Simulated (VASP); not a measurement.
# Os, band structure: which settings are enough?

Os, Fm-3m (no. 225), 1 atom in the cell. PBEsol; PAW potentials Os (PBE set). VASP 6.6.1.

Wanted: band energies at the path's corners within 0.02 eV.

What the run is for: bands; Accuracy asked: standard; Route: KPOINTS_OPT.

Band energies at the path's corners: counted from the Fermi level of the mesh, whose own shifts they hold.

POSCAR:
```
Os
1.0
    0.0000000000      1.9450000000      1.9450000000
    1.9450000000      0.0000000000      1.9450000000
    1.9450000000      1.9450000000      0.0000000000
Os
1
Direct
    0.0000000000      0.0000000000      0.0000000000
```

The series start from Plane-wave cutoff (eV): 260; Smearing width (eV): 0.03; k-point mesh: 13 × 13 × 13; Precision mode (PREC): Accurate; Aspherical gradient terms in the spheres (LASPH): yes; Highest l that the mixer handles (LMAXMIX): 4. Each series keeps the choices made before it, and each single choice may use up half of a tolerance.

## Plane-wave cutoff (eV)

| Plane-wave cutoff (eV) | Band energies at the path's corners, largest deviation (eV) | Time (s) |
|---|---|---|
| 180 | 0.128 | 3.7 |
| 230 | 0.006 | 5.4 |
| 260 | 0.008 | 5.3 |
| 300 | 0.005 | 8.0 |
| 370 | 0.001 | 12 |
| 460 (reference) | 0.000 | 14 |

## Smearing width (eV)

| Smearing width (eV) | Band energies at the path's corners, largest deviation (eV) | Time (s) |
|---|---|---|
| 0.15 | 0.031 | 6.1 |
| 0.1 | 0.015 | 6.0 |
| 0.07 | 0.003 | 5.8 |
| 0.05 | 0.005 | 5.9 |
| 0.03 | 0.003 | 5.4 |
| 0.02 (reference) | 0.000 | 5.8 |

## k-point mesh

| k-point mesh | Band energies at the path's corners, largest deviation (eV) | Time (s) |
|---|---|---|
| 5 × 5 × 5 | 0.061 | 3.4 |
| 7 × 7 × 7 | 0.104 | 3.7 |
| 8 × 8 × 8 | 0.195 | 3.9 |
| 10 × 10 × 10 | 0.041 | 4.5 |
| 13 × 13 × 13 | 0.058 | 5.8 |
| 16 × 16 × 16 | 0.042 | 7.9 |
| 19 × 19 × 19 | 0.020 | 10 |
| 23 × 23 × 23 | 0.020 | 15 |
| 27 × 27 × 27 (reference) | 0.000 | 22 |

## Precision mode (PREC)

| Precision mode (PREC) | Band energies at the path's corners, largest deviation (eV) | Time (s) |
|---|---|---|
| SingleN | 0.002 | 13 |
| Normal | 0.001 | 13 |
| Accurate (reference) | 0.000 | 22 |

## Aspherical gradient terms in the spheres (LASPH)

| Aspherical gradient terms in the spheres (LASPH) | Band energies at the path's corners, largest deviation (eV) | Time (s) |
|---|---|---|
| yes | 0.000 | 13 |
| no | 0.003 | 12 |

## Highest l that the mixer handles (LMAXMIX)

| Highest l that the mixer handles (LMAXMIX) | Band energies at the path's corners, largest deviation (eV) | Time (s) |
|---|---|---|
| 4 | 0.000 | 13 |
| 2 | 0.000 | 13 |
| 6 | 0.000 | 13 |

## Question

The rows run from the loosest to the tightest (no order: aspherical gradient terms in the spheres, highest l that the mixer handles). For each series: choose the loosest value from which every tighter one stays within half of the tolerance; where there is no order, keep the first row unless others stay within half of the tolerance and take at least 30 % less time, and then take the fastest.

## Answer

- Plane-wave cutoff (eV): 230
- Smearing width (eV): 0.07
- k-point mesh: 27 × 27 × 27, the tightest run, since the next looser one is off by more than half of the tolerance (convergence isn't shown beyond it)
- Precision mode (PREC): SingleN
- Aspherical gradient terms in the spheres (LASPH): yes
- Highest l that the mixer handles (LMAXMIX): 4

## All choices together

| Input | Band energies at the path's corners, largest deviation (eV) | Time (s) |
|---|---|---|
| the program's defaults (naive) | 0.371 | 1.6 |
| chosen settings | 0.016 | 13 |
| reference settings throughout | 0.000 | 44 |

The chosen settings stay within the tolerance of the reference run, but the reference itself isn't shown to be converged in: k-point mesh.

## The input

INCAR:
```
ALGO = Normal
EDIFF = 1E-6
ENCUT = 230
GGA = PS
GGA_COMPAT = F
ISMEAR = -1
LASPH = T
LCHARG = F
LMAXMIX = 4
LREAL = F
LWAVE = F
NBANDS = 15
NELM = 120
PREC = SingleN
SIGMA = 0.07
```

KPOINTS:
```
Automatic mesh
0
Gamma
  27 27 27
  0 0 0
```

KPOINTS_OPT:
```
path GXWKGLUWLK,UX
12
line-mode
reciprocal
 0.0000000000  0.0000000000  0.0000000000  G
 0.5000000000  0.0000000000  0.5000000000  X

 0.5000000000  0.0000000000  0.5000000000  X
 0.5000000000  0.2500000000  0.7500000000  W

 0.5000000000  0.2500000000  0.7500000000  W
 0.3750000000  0.3750000000  0.7500000000  K

 0.3750000000  0.3750000000  0.7500000000  K
 0.0000000000  0.0000000000  0.0000000000  G

 0.0000000000  0.0000000000  0.0000000000  G
 0.5000000000  0.5000000000  0.5000000000  L

 0.5000000000  0.5000000000  0.5000000000  L
 0.6250000000  0.2500000000  0.6250000000  U

 0.6250000000  0.2500000000  0.6250000000  U
 0.5000000000  0.2500000000  0.7500000000  W

 0.5000000000  0.2500000000  0.7500000000  W
 0.5000000000  0.5000000000  0.5000000000  L

 0.5000000000  0.5000000000  0.5000000000  L
 0.3750000000  0.3750000000  0.7500000000  K

 0.6250000000  0.2500000000  0.6250000000  U
 0.5000000000  0.0000000000  0.5000000000  X
```

Commands:
```
cat potpaw_PBE.64/Os/POTCAR > POTCAR
mpirun -np 1 vasp_std > vasp.out
```

Limits: Spin-orbit coupling is off, though it shifts bands of the heavy elements by a tenth of an eV or more.

The chosen input took VASP 6.6.1 13 s on 1 core (AMD EPYC 9R45 (Zen 5)), a shared host.

## An input that fails: fixed density asked without a density file

VASP's message: ERROR: charge density could not be read from file CHGCAR for ICHARG>10.

Changes against the starting input:
```
- NELM = 120
+ NELM = 63
+ ICHARG = 11
```
